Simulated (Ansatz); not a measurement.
A series in volume scale on Ta

Plane-wave DFT, scalar-relativistic PAW made under PBE with cores redone for the functional, no dispersion; the given relaxed cell is scaled uniformly, energy at zero smearing counts from the unscaled cell, pressure at the given Fermi-Dirac smearing is positive in compression. The results are calculated, by Ansatz 0.2.0.

The cell before it is scaled or strained (space group Pm-3m, No. 221):
```
CELL_PARAMETERS angstrom
2.74220 0.00000 0.00000
0.00000 2.74220 0.00000
0.00000 0.00000 2.74220
ATOMIC_POSITIONS crystal
Ta 0.00000 0.00000 0.00000
```

Settings of every row: spin polarised no; functional PBE; wave cutoff 420 eV; smearing width 0.1 eV; k mesh 13x13x13.

Atom starting moment: 0 on all atoms.

Limits: no spin-orbit coupling, which can matter with elements this heavy; the cell comes from a prototype or a list of computed structures and needn't be the stable phase.

```
row  volume scale  V (Å³/atom)  energy change per atom (meV)  pressure (GPa)
  1          0.88       18.146                        159.97           23.44
  2          0.92       18.971                         65.28           13.99
  3          0.96       19.796                         14.64            6.29
  4          1.04       21.445                             ?               ?
  5          1.08        22.27                         54.07           -9.44
  6          1.12       23.095                        113.19          -12.94
```

Question: what energy change per atom and pressure should row 4 give?

Worked fit of energy change per atom. Take u = (V_r/V)^(2/3) − 1 with V_r = 19.796 Å³ an atom, which is twice the finite (Eulerian) strain; such expansions in the strain, on which the Birch-Murnaghan equation of state is built, carry the rest volume and the bulk modulus. The shown rows have u = 0.05974, 0.02879, 0, -0.0755, -0.09765. Least squares give energy change per atom = 14.627 + 1127.21 × u + 21870.8 × u² meV; a straight line predicts inner rows, each left out in turn, worse (root mean square 58 against 0.14 meV). The rows lie off it by -0.05, 0.07, 0.01, -0.12, 0.09 (root mean square 0.077 meV). Its lowest point lies at u = -0.0258, or V = 20.59 Å³ an atom, and the curvature there gives the bulk modulus at fixed shape and fractions, B = (4/9)(1 + u)² E″(u)/V = 144 GPa. The withheld row has u = -0.05194, so the fit gives 14.627 + 1127.21 × (-0.05194) + 21870.8 × (-0.05194)² = 15.08 meV.

The calculation gave 14.9 meV. The fit lies 0.18 meV (1.2 % of the value, 0.12 % of the column's range) above it; its largest miss of a shown row is 0.12 meV.

Worked fit of pressure. Take u = (V_r/V)^(2/3) − 1 with V_r = 19.796 Å³ an atom, which is twice the finite (Eulerian) strain; such expansions in the strain, on which the Birch-Murnaghan equation of state is built, carry the rest volume and the bulk modulus. The shown rows have u = 0.05974, 0.02879, 0, -0.0755, -0.09765. Least squares give pressure = 6.292 + 252.39 × u + 572.2 × u² GPa; a straight line predicts inner rows, each left out in turn, worse (root mean square 1.5 against 0.072 GPa). The rows lie off it by 0.03, -0.04, 0.00, 0.06, -0.04 (root mean square 0.039 GPa). The pressure vanishes at u = -0.0265, or V = 20.61 Å³ an atom, and there the bulk modulus at fixed shape and fractions is B = −V dP/dV = (2/3)(1 + u) dP/du = 144 GPa. The withheld row has u = -0.05194, so the fit gives 6.292 + 252.39 × (-0.05194) + 572.2 × (-0.05194)² = -5.27 GPa.

The calculation gave -5.19 GPa. The fit lies 0.08 GPa (1.5 % of the value, 0.22 % of the column's range) below it; its largest miss of a shown row is 0.06 GPa.
